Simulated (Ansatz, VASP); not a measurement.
One calculation of AlN, two programs

Contents of INCAR:

```
SYSTEM = AlN
PREC = Accurate
ENCUT = 520
EDIFF = 1E-7
ISMEAR = 0
SIGMA = 0.05
LREAL = .FALSE.
LASPH = .TRUE.
NELM = 80
ALGO = Normal
ISIF = 2
LWAVE = .FALSE.
LCHARG = .FALSE.
GGA = PS
NBANDS = 11
```

Contents of KPOINTS:

```
Automatic mesh
0
G
  10 10 10
  0 0 0
```

The input POSCAR:

```
AlN
1.0
    0.0000000000      2.0222720330      2.0222720330
    2.0222720330      0.0000000000      2.0222720330
    2.0222720330      2.0222720330      0.0000000000
Al N
1 1
Direct
    0.5000000000      0.5000000000      0.5000000000
    0.0000000000      0.0000000000      0.0000000000
```

Input for Ansatz:

```yaml
crystal:
  lattice:
    - [0.0, 2.022272033, 2.022272033]
    - [2.022272033, 0.0, 2.022272033]
    - [2.022272033, 2.022272033, 0.0]
  atoms:
    - { symbol: Al, position: [0.5, 0.5, 0.5] }
    - { symbol: "N", position: [0.0, 0.0, 0.0] }
basis:
  ecutwfc: 520.0
kpoints:
  mp_grid: { grid: [10, 10, 10] }
hamiltonian:
  xc: pbesol
  pseudopotentials: { kind: paw, azcp: { folder: soft_1 } }
scf:
  occupations: { method: gaussian, width: 0.05 }
output:
  forces: true
  stress: true
  eigenvalues: true
```

Measurements of this composition are mostly on another form, of space group No. 186.

Alike in both runs: task single point; functional PBEsol; k mesh 10 × 10 × 10; occupations gaussian, width 0.05 eV; no spin polarisation.

|  | VASP | Ansatz |
| --- | --- | --- |
| version | VASP 6.6.1 | Ansatz 0.2.0 |
| potentials or method | VASP PAW PBE potentials, release 64 (Al, N) | scalar-relativistic, plane waves, PAW |
| plane-wave cutoff (eV) | 520 | 520 |
| valence electrons in the cell | 8 | 8 |

VASP gave:

| Property | Result |
| --- | --- |
| gap on the k mesh at the Fermi level (eV) | 4.55 |
| least direct gap on the mesh (eV) | 5.66 |
| pressure (GPa) | 0.0 |

Problem. Estimate Ansatz's values.

Solution. gap on the k mesh at the Fermi level (eV): 4.55; least direct gap on the mesh (eV): 5.64; pressure (GPa): 0.0.

Ansatz warned: «pseudo_functional_mismatch».

Caveats: the PAW data sets were made with another functional, which shifts forces and pressure a little (VASP). A k mesh can miss the band edges.
